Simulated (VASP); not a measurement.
Runs of VASP 6.6.1 on Cs. It takes space group P6_3/mmc (No. 194, hexagonal). The conventional cell has a = 5.566 Å, b = 5.566 Å, c = 9.258 Å, α = 90.00°, β = 90.00°, γ = 120.00°. This isn't the form of Cs at room conditions, which is bcc.

```tsv
level	potentials or basis	gap on the mesh (eV)	pressure (GPa)
r2SCAN	VASP PAW PBE potentials, release 64 (Cs_sv)	none	0.0
LDA	VASP PAW LDA potentials, release 64 (Cs_sv)	none	(a)
PBEsol	VASP PAW PBE potentials, release 64 (Cs_sv)	none	-0.2
BLYP	VASP PAW PBE potentials, release 64 (Cs_sv)	none	0.0
```

Alike in all rows: task single point; no spin polarisation; cell as given; k mesh 5 × 5 × 3; cutoff (eV) 520; smearing fermi-dirac 0.1 eV.

Problem. Fill in the values left out.

Solution. (a) -0.4.

Caveats: the PAW data sets were made with another functional, which shifts forces and pressure a little (some runs).

A k mesh can miss the band edges, and the runs leave out spin-orbit coupling on Cs.

A gap of «none» marks a metal or a gap under the smearing width.
